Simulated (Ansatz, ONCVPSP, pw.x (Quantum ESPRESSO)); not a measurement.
# pw.x on fcc Ru: one setting changed

Potential: optimised norm-conserving Vanderbilt (ONCV), ONCVPSP 4.0.1.1 (patched build), PBE; core [Ar] 3d10, reference 4s2 4p6 4d7 5s1; waves: 4s+5s: rc 1.52 bohr, ncon 4, nbas 9, qcut 9.4 1/bohr, 3 projectors, debl 3.6 Ha; 4p: rc 1.52 bohr, ncon 3, nbas 7, qcut 8.3 1/bohr, 1 projector; 4d: rc 1.94 bohr, ncon 3, nbas 8, qcut 6.2 1/bohr, 1 projector; local part: polynomial inside 1.06 bohr (lpopt 5, dvloc0 4 Ha); core correction: none.

The reference run (k-mesh 15³, cutoffs 80/320 Ry, Fermi–Dirac 0.01 Ry, mixing_beta 0.4, conv_thr 1e-9, no spin) gives -1.78 GPa at 13.814 Å³/atom, where all-electron LAPW gives 0.83 GPa. This run, with its own iteration cap, changes k-mesh shift to 1.

```
&control
  calculation='scf', prefix='x', pseudo_dir='./', outdir='./tmp', tstress=.true., disk_io='none'
/
&system
  ibrav=0, nat=1, ntyp=1, ecutwfc=80, ecutrho=320, nbnd=16,
  occupations='smearing', smearing='fd', degauss=0.01
/
&electrons
  conv_thr=1e-09, mixing_beta=0.4, electron_maxstep=60
/
ATOMIC_SPECIES
Ru 1.0 Ru.UPF
CELL_PARAMETERS angstrom
  0.00000000 1.90442183 1.90442183
  1.90442183 0.00000000 1.90442183
  1.90442183 1.90442183 0.00000000
ATOMIC_POSITIONS crystal
Ru 0.0000 0.0000 0.0000
K_POINTS automatic
15 15 15 1 1 1
```

```bash
pw.x < Ru.scf.in > Ru.scf.out
```

Task: How does the run end?

Result: It converges in 9 iterations; the free energy moves by +2.0 meV/atom and the pressure by +0.11 GPa.

```
Message from routine setup:
     using ibrav=0 with symmetry is DISCOURAGED, use correct ibrav instead
     lattice parameter (alat)  =       5.0895  a.u.
     unit-cell volume          =      93.2215 (a.u.)^3
     number of electrons       =        16.00
     number of Kohn-Sham states=           16
     kinetic-energy cutoff     =      80.0000  Ry
     charge density cutoff     =     320.0000  Ry
     scf convergence threshold =      1.0E-09
     Exchange-correlation= PBE
     number of k points=   344  Fermi-Dirac smearing, width (Ry)=  0.0100
     iteration #  1     ecut=    80.00 Ry     beta= 0.40
     total energy              =    -189.06986927 Ry
     estimated scf accuracy    <       0.12830975 Ry
     iteration #  2     ecut=    80.00 Ry     beta= 0.40
     total energy              =    -189.08453767 Ry
     estimated scf accuracy    <       0.00579534 Ry
     iteration #  3     ecut=    80.00 Ry     beta= 0.40
     total energy              =    -189.08496117 Ry
     estimated scf accuracy    <       0.00082673 Ry
     [... 3 iterations left out ...]
     iteration #  7     ecut=    80.00 Ry     beta= 0.40
     total energy              =    -189.08501274 Ry
     estimated scf accuracy    <       0.00000042 Ry
     iteration #  8     ecut=    80.00 Ry     beta= 0.40
     total energy              =    -189.08501282 Ry
     estimated scf accuracy    <       0.00000001 Ry
     iteration #  9     ecut=    80.00 Ry     beta= 0.40
     the Fermi energy is    23.2468 ev
!    total energy              =    -189.08501282 Ry
     estimated scf accuracy    <          1.8E-10 Ry
     smearing contrib. (-TS)   =      -0.00496512 Ry
     The total energy is F=E-TS. E is the sum of the following terms:
     one-electron contribution =     -34.00440805 Ry
     hartree contribution      =      28.07691357 Ry
     xc contribution           =     -20.08249475 Ry
     ewald contribution        =    -163.07005847 Ry
     convergence has been achieved in   9 iterations
          total   stress  (Ry/bohr**3)                   (kbar)     P=      -16.65
     Message from routine punch:
     Nothing written, as per user request (disk_io='none')
```

The run took about 68 s on one core of a shared host (Intel(R) Xeon(R) Platinum 8488C, 96 threads, 744 GiB, load 114).
